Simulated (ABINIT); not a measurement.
# Mo (Im-3m) in ABINIT: convergence with cutoff

Aim: find how far cutoff must go before the results for Mo settle, at RPBE. This setting moves, with any that are tied to it; all else stays.

All numbers are computed with ABINIT 10.8.3 (patched build); they aren't measurements. Logs are shortened: lines on timing, memory, paths and dates and some standing lists are left out, and cuts for length are marked. The log counts tension as positive stress, the text compression.

### Step 1. Starting point

It takes space group Im-3m (No. 229, cubic). The conventional cell has a = 3.168 Å, b = 3.168 Å, c = 3.168 Å, α = 90.00°, β = 90.00°, γ = 90.00°. Mo (site symmetry m-3m) is surrounded by 8 Mo at 2.74 Å.

### Step 2. With cutoff 9 Ha

run.abi reads:

```
pp_dirpath "./"
pseudos "42_Mo_14_2.0_2.6_pbe_n_v1.0.psp8"

acell 3*1.0
rprim
    -2.9929651906     2.9929651906     2.9929651906
     2.9929651906    -2.9929651906     2.9929651906
     2.9929651906     2.9929651906    -2.9929651906
ntypat 1
znucl 42
natom 1
typat 1
xred
     0.0000000000     0.0000000000     0.0000000000

ecut 244.902476 eV

kptopt 1
ngkpt 12 12 12
nshiftk 1
shiftk 0.0 0.0 0.0

ixc 15

nband 11
occopt 4
tsmear 0.1 eV

nstep 100
tolvrs 1.0e-10

iomode 3
prtwf 0
prtden 0
prteig 0
prtebands 0
enunit 2
```

Potentials or basis: SPMS NC PBE v1.0.

Run with:

```bash
$ abinit run.abi > log 2>&1
```

It took 2.1 s on 1 thread of Arm Neoverse V2, shared host; peak memory 0.07 GiB.

It converged, with:

| Property | Result |
| --- | --- |
| Free energy | -1901.1701 eV |
| Band gap on the k mesh | none (metal or under the smearing width) |
| Valence electrons inside the program's atomic spheres | Mo 10.45 (radii [1.0584] Å) |

### Step 3. With cutoff 11 Ha

run.abi, as its differences from that of step 2:

```diff
@@ -15,3 +15,3 @@
 
-ecut 244.902476 eV
+ecut 299.325249 eV
```

Potentials or basis: SPMS NC PBE v1.0.

Run with:

```bash
$ abinit run.abi > log 2>&1
```

Wall time 2.5 s (1 thread of Arm Neoverse V2, shared host); peak memory 0.07 GiB.

The run converged. Its results:

| Quantity | Value |
| --- | --- |
| Free energy | -1904.8354 eV |
| Band gap on the k mesh | none (metal or under the smearing width) |
| Valence electrons inside the program's atomic spheres | Mo 10.39 (radii [1.0584] Å) |

### Step 4. With cutoff 13 Ha

run.abi, as its differences from that of step 3:

```diff
@@ -15,3 +15,3 @@
 
-ecut 299.325249 eV
+ecut 353.748021 eV
```

Run with:

```bash
$ abinit run.abi > log 2>&1
```

Wall time 3.5 s (1 thread of Arm Neoverse V2, shared host); peak memory 0.07 GiB.

Results (log left out):

| Item | Value |
| --- | --- |
| Free energy | -1906.4275 eV |
| Band gap on the k mesh | none (metal or under the smearing width) |
| Valence electrons inside the program's atomic spheres | Mo 10.51 (radii [1.0584] Å) |

### Step 5. With cutoff 15.5 Ha

run.abi, as its differences from that of step 4:

```diff
@@ -15,3 +15,3 @@
 
-ecut 353.748021 eV
+ecut 421.776487 eV
```

Run with:

```bash
$ abinit run.abi > log 2>&1
```

Wall time 4.3 s (1 thread of Arm Neoverse V2, shared host); peak memory 0.07 GiB.

It converged, with:

```
Free energy                                           : -1907.1601 eV
Band gap on the k mesh                                : none (metal or under the smearing width)
Valence electrons inside the program's atomic spheres : Mo 10.44 (radii [1.0584] Å)
```

### Step 6. With cutoff 18.5 Ha

run.abi, as its differences from that of step 5:

```diff
@@ -15,3 +15,3 @@
 
-ecut 421.776487 eV
+ecut 503.410646 eV
```

Potentials or basis: SPMS NC PBE v1.0.

Run with:

```bash
$ abinit run.abi > log 2>&1
```

Wall time 7 s (1 thread of Arm Neoverse V2, shared host); peak memory 0.07 GiB.

It converged, with:

```
Free energy                                           : -1907.3478 eV
Band gap on the k mesh                                : none (metal or under the smearing width)
Valence electrons inside the program's atomic spheres : Mo 10.48 (radii [1.0584] Å)
```

### Step 7. With cutoff 22 Ha

run.abi, as its differences from that of step 6:

```diff
@@ -15,3 +15,3 @@
 
-ecut 503.410646 eV
+ecut 598.650497 eV
```

Run with:

```bash
$ abinit run.abi > log 2>&1
```

Wall time 7.7 s (1 thread of Arm Neoverse V2, shared host); peak memory 0.07 GiB.

It converged, with:

```yaml
Free_energy: -1907.3773 eV
Pressure: 1.5 GPa
Band_gap_on_the_k_mesh: none (metal or under the smearing width)
Valence_electrons_inside_the_program's_atomic_spheres: Mo 10.48 (radii [1.0584] Å)
```

### Step 8. With cutoff 25.5 Ha

run.abi, as its differences from that of step 7:

```diff
@@ -15,3 +15,3 @@
 
-ecut 598.650497 eV
+ecut 693.890349 eV
```

Run with:

```bash
$ abinit run.abi > log 2>&1
```

It took 8.4 s on 1 thread of Arm Neoverse V2, shared host; peak memory 0.07 GiB.

The run converged. Its results:

- Free energy: -1907.3795 eV
- Pressure: 1.7 GPa
- Band gap on the k mesh: none (metal or under the smearing width)
- Valence electrons inside the program's atomic spheres: Mo 10.48 (radii [1.0584] Å)

### Step 9. With cutoff 29.5 Ha

run.abi, as its differences from that of step 8:

```diff
@@ -15,3 +15,3 @@
 
-ecut 693.890349 eV
+ecut 802.735894 eV
```

Potentials or basis: SPMS NC PBE v1.0.

Run with:

```bash
$ abinit run.abi > log 2>&1
```

Wall time 11 s (1 thread of Arm Neoverse V2, shared host); peak memory 0.07 GiB.

It converged, with:

| Property | Result |
| --- | --- |
| Free energy | -1907.3800 eV |
| Pressure | 1.7 GPa |
| Band gap on the k mesh | none (metal or under the smearing width) |
| Valence electrons inside the program's atomic spheres | Mo 10.52 (radii [1.0584] Å) |

### Step 10. With cutoff 35 Ha

run.abi, as its differences from that of step 9:

```diff
@@ -15,3 +15,3 @@
 
-ecut 802.735894 eV
+ecut 952.398519 eV
```

Potentials or basis: SPMS NC PBE v1.0.

Run with:

```bash
$ abinit run.abi > log 2>&1
```

run.abo:

```text
.Version 10.8.3 of ABINIT
 Symmetries : space group Im -3 m (#229); Bravais cI (body-center cubic)
================================================================================
 Values of the parameters that define the memory need of the present run
     intxc =       0    ionmov =       0      iscf =       7    lmnmax =       6
     lnmax =       6     mgfft =      30  mpssoang =       3    mqgrid =    3001
     natom =       1  nloc_mem =       1    nspden =       1   nspinor =       1
    nsppol =       1      nsym =      48    n1xccc =    2501    ntypat =       1
    occopt =       4   xclevel =       2
       mpw =        1088          nfft =       27000          nkpt =          72
================================================================================
================================================================================

--------------------------------------------------------------------------------
------------- Echo of variables that govern the present computation ------------
--------------------------------------------------------------------------------
 -outvars: echo values of preprocessed input variables --------
            acell      1.0000000000E+00  1.0000000000E+00  1.0000000000E+00 Bohr
              amu      9.59400000E+01
             ecut      3.50000000E+01 Hartree
           enunit           2
                       outvar_i_n : Printing only first  50 k-points.
              ixc          15
                       outvar_i_n : Printing only first  50 k-points.
         kptrlatt       12    0    0      0   12    0      0    0   12
          kptrlen      6.22076133E+01
            natom           1
            nband          11
            ngfft          30      30      30
             nkpt          72
            nstep         100
             nsym          48
           ntypat           1
                       prtocc : prtvol=0, do not print more k-points.
           occopt           4
           prtden           0
        prtebands           0
           prteig           0
            prtwf           0
            rprim     -2.9929651906E+00  2.9929651906E+00  2.9929651906E+00
                       2.9929651906E+00 -2.9929651906E+00  2.9929651906E+00
                       2.9929651906E+00  2.9929651906E+00 -2.9929651906E+00
          spgroup         229
           tolvrs      1.00000000E-10
           tsmear      3.67493222E-03 Hartree
            typat      1
                       outvars : Printing only first  50 k-points.
            znucl       42.00000

================================================================================

 chkinp: Checking input parameters for consistency.

================================================================================
== DATASET  1 ==================================================================

--- !DatasetInfo
iteration_state: {dtset: 1, }
dimensions: {natom: 1, nkpt: 72, mband: 11, nsppol: 1, nspinor: 1, nspden: 1, mpw: 1088, }
cutoff_energies: {ecut:  35.0, pawecutdg:  -1.0, }
electrons: {nelect:   1.40000000E+01, charge:   0.00000000E+00, occopt:   4.00000000E+00, tsmear:   3.67493222E-03, }
meta: {optdriver: 0, ionmov: 0, optcell: 0, iscf: 7, paral_kgb: 0, }
[... 67 lines left out ...]
- [  0.00000000E+00,   0.00000000E+00,  -5.93322464E-05, ]
pressure_GPa:   1.7456E+00
xred      :
- [  0.0000E+00,   0.0000E+00,   0.0000E+00, Mo]
cartesian_forces: # hartree/bohr
- [ -0.00000000E+00,  -0.00000000E+00,  -0.00000000E+00, ]
force_length_stats: {min:   0.00000000E+00, max:   0.00000000E+00, mean:   0.00000000E+00, }
...

 Integrated electronic density in atomic spheres:
 ------------------------------------------------
 Atom  Sphere_radius  Integrated_density
    1        2.00000         10.49169424
================================================================================

 ----iterations are completed or convergence reached----

 Mean square residual over all n,k,spin=   28.587E-08; max=  71.275E-06
 reduced coordinates (array xred) for    1 atoms
       0.000000000000      0.000000000000      0.000000000000
 rms dE/dt=  0.0000E+00; max dE/dt=  0.0000E+00; dE/dt below (all hartree)
    1       0.000000000000      0.000000000000      0.000000000000

 cartesian coordinates (angstrom) at end:
    1      0.00000000000000     0.00000000000000     0.00000000000000

 cartesian forces (hartree/bohr) at end:
    1     -0.00000000000000    -0.00000000000000    -0.00000000000000
 frms,max,avg= 0.0000000E+00 0.0000000E+00   0.000E+00  0.000E+00  0.000E+00 h/b

 cartesian forces (eV/Angstrom) at end:
    1     -0.00000000000000    -0.00000000000000    -0.00000000000000
 frms,max,avg= 0.0000000E+00 0.0000000E+00   0.000E+00  0.000E+00  0.000E+00 e/A
 length scales=  1.000000000000  1.000000000000  1.000000000000 bohr
              =  0.529177210544  0.529177210544  0.529177210544 angstroms
 Fermi (or HOMO) energy (hartree) =   0.63296   Average Vxc (hartree)=  -0.49283
 Eigenvalues (hartree) for nkpt=  72  k points:
 kpt#   1, nband= 11, wtk=  0.00058, kpt=  0.0000  0.0000  0.0000 (reduced coord)
  -1.61774   -0.63699   -0.63699   -0.63699    0.37152    0.58555    0.58555    0.58555
   0.69426    0.69426    1.18123
      occupation numbers for kpt#   1
   2.00000    2.00000    2.00000    2.00000    2.00000    2.00000    2.00000    2.00000
   0.00000    0.00000    0.00000
 prteigrs : prtvol=0 or 1, do not print more k-points.

 Fermi (or HOMO) energy (eV) =  17.22381   Average Vxc (eV)= -13.41064
 Eigenvalues (   eV  ) for nkpt=  72  k points:
 kpt#   1, nband= 11, wtk=  0.00058, kpt=  0.0000  0.0000  0.0000 (reduced coord)
 -44.02087  -17.33343  -17.33343  -17.33343   10.10964   15.93355   15.93355   15.93355
  18.89173   18.89173   32.14277
 prteigrs : prtvol=0 or 1, do not print more k-points.

--- !EnergyTerms
iteration_state     : {dtset: 1, }
comment             : Components of total free energy in Hartree
kinetic             :  2.10820628759833E+01
hartree             :  8.91791265502304E+00
xc                  : -1.02012422775747E+01
Ewald energy        : -5.95805255557276E+01
psp_core            :  1.96558993388946E+00
local_psp           : -4.36179717100699E+01
non_local_psp       :  1.13392594580611E+01
internal            : -7.00949146204153E+01
'-kT*entropy'       : -1.63730355659507E-05
total_energy        : -7.00949309934509E+01
total_energy_eV     : -1.90738024114818E+03
band_energy         : -3.98787840584859E+00
...

 Cartesian components of stress tensor (hartree/bohr^3)
  sigma(1 1)= -5.93322464E-05  sigma(3 2)=  0.00000000E+00
  sigma(2 2)= -5.93322464E-05  sigma(3 1)=  0.00000000E+00
  sigma(3 3)= -5.93322464E-05  sigma(2 1)=  0.00000000E+00

-Cartesian components of stress tensor (GPa)         [Pressure=  1.7456E+00 GPa]
- sigma(1 1)= -1.74561496E+00  sigma(3 2)=  0.00000000E+00
- sigma(2 2)= -1.74561496E+00  sigma(3 1)=  0.00000000E+00
- sigma(3 3)= -1.74561496E+00  sigma(2 1)=  0.00000000E+00

== END DATASET(S) ==============================================================
================================================================================

 -outvars: echo values of variables after computation  --------
            acell      1.0000000000E+00  1.0000000000E+00  1.0000000000E+00 Bohr
           etotal     -7.0094930993E+01
            fcart     -0.0000000000E+00 -0.0000000000E+00 -0.0000000000E+00
            rprim     -2.9929651906E+00  2.9929651906E+00  2.9929651906E+00
                       2.9929651906E+00 -2.9929651906E+00  2.9929651906E+00
                       2.9929651906E+00  2.9929651906E+00 -2.9929651906E+00
           strten     -5.9332246402E-05 -5.9332246402E-05 -5.9332246402E-05
                       0.0000000000E+00  0.0000000000E+00  0.0000000000E+00
 Calculation completed.
```

Run time: 15 s. Hardware: 1 thread of Arm Neoverse V2, shared host; peak memory 0.07 GiB.

What came out:

```
Free energy                                           : -1907.3802 eV
Pressure                                              : 1.7 GPa
Band gap on the k mesh                                : none (metal or under the smearing width)
Valence electrons inside the program's atomic spheres : Mo 10.49 (radii [1.0584] Å)
```

### Step 11. The series at a glance

```csv
cutoff,energy less the tightest run (meV/atom),SCF cycles,CPU time (s),peak memory (GiB)
9 Ha,6210.15,7,2.1,0.07
11 Ha,2544.88,7,2.5,0.07
13 Ha,952.78,7,3.5,0.07
15.5 Ha,220.10,7,4.3,0.07
18.5 Ha,32.48,7,7,0.07
22 Ha,2.90,7,7.7,0.07
25.5 Ha,0.76,7,8.4,0.07
29.5 Ha,0.22,7,11,0.07
35 Ha,0.00,7,15,0.07
```

Against the tightest run, the energy stays within 1 meV/atom from 25.5 Ha on. The tightest run that finished is the yardstick and may itself not be fully converged.

Caveats: the potentials were made for another functional, which shifts forces and pressure.
